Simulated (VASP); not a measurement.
Set up this calculation in VASP 6.6.1, as the native input.

| Item | Value |
| --- | --- |
| Task | single point |
| Functional | vdW-DF |
| Potentials or basis | VASP PAW PBE potentials, release 64 (S, Mo_sv) |
| Cutoff | 520 eV |
| k mesh | 8 × 8 × 1 |
| Occupations | fermi-dirac, width 0.05 eV |
| Spin | no spin polarisation |
| Further INCAR settings | ALGO = Fast; EDIFF = 1e-06; NBANDS = 20 |

The structure of MoS2 lies in POSCAR:

```
MoS2
1.0
    3.1610000000      0.0000000000      0.0000000000
   -1.5805000000      2.7375063014      0.0000000000
    0.0000000000      0.0000000000     21.1300000000
S Mo
2 1
Direct
    0.6666666667      0.3333333333      0.4259346900
    0.6666666667      0.3333333333      0.5740653100
    0.3333333333      0.6666666667      0.5000000000
```

The cell was built by a generator and needn't be a form met in nature.

These files were run (other wordings do the same):

INCAR

```
AGGAC    = 0.0          
ALGO     = Fast           # electronic algorithm
EDIFF    = 1E-6           # SCF threshold, eV
ENCUT    = 520            # plane-wave cutoff, eV
GGA      = RE             # functional
ISIF     = 2              # what is computed and relaxed
ISMEAR   = -1             # smearing method
LASPH    = T              # aspherical terms in the spheres
LCHARG   = F              # write CHGCAR
LREAL    = F              # projectors in reciprocal space
LUSE_VDW = T            
LWAVE    = F              # write WAVECAR
NBANDS   = 20             # bands
NELM     = 60             # most SCF steps
PREC     = Accurate       # precision mode
SIGMA    = 0.05           # smearing width, eV
```

KPOINTS

```
k-points
0
Gamma
  8 8 1
```

Potentials or basis: VASP PAW PBE potentials, release 64 (S, Mo_sv).

Launch:

```bash
$ cat potpaw_PBE.64/S/POTCAR potpaw_PBE.64/Mo_sv/POTCAR > POTCAR
$ mpirun -np 1 vasp_std > vasp.out
```

Results of the run:

```
Largest force          : 0.600 eV/Å
Band gap on the k mesh : 1.98 eV, indirect (least direct gap 2.04 eV)
```

Caveat: the PAW data sets were made with another functional, which shifts forces and pressure a little.

It took 3.7 min on 1 thread of Intel(R) Xeon(R) Platinum 8488C (Sapphire Rapids), on a shared host, peak memory 0.74 GiB.
